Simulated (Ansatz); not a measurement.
## Structure types of PbO compared at 12 GPa

Structure types of PbO are relaxed in primitive cells with their symmetry kept at 12 GPa, on PAW files; LAPW relaxes the small cells further and takes the PAW cell for the others (marked *). The enthalpy is E + pV at zero temperature, without zero-point motion. Only the types listed were tried, and differences under about 5 meV/atom are mesh noise. Not among the end structures: rocksalt, which may lie lower.

All numbers are PBE results (scalar-relativistic) from Ansatz 0.2.0, with Fermi–Dirac smearing of 0.05 eV, no spin polarisation. Methods: LAPW: all electrons, basis error target 0.5 meV/atom; PAW: frozen-core files, cutoff 420 eV.

k meshes: CsCl 12×12×12, zincblende 14×14×14, WC 14×14×12, NiAs 9×9×5.

Spin–orbit coupling is left out, which matters for the heavy atoms.

**Question.** Which type is lowest in enthalpy, and by how much?

**Answer.** NiAs, 3 meV/atom below WC, which is within the noise of the k meshes. The whole table:

```csv
start type,ends as,"a, b, c (Å)",V (Å³/atom),"H − H(lowest), LAPW (meV/atom)","same, PAW"
CsCl,"CsCl, Pm-3m","3.108, 3.108, 3.108",15.01,112.1,112.5
zincblende,"zincblende, F-43m","5.400, 5.400, 5.400",19.68,206.9,206.6
WC,"WC, P-6m2","3.402, 3.402, 3.231",16.19,2.8,2.8
NiAs*,"NiAs, P6_3/mmc","3.439, 3.439, 6.398",16.38,0.0,0.0
```
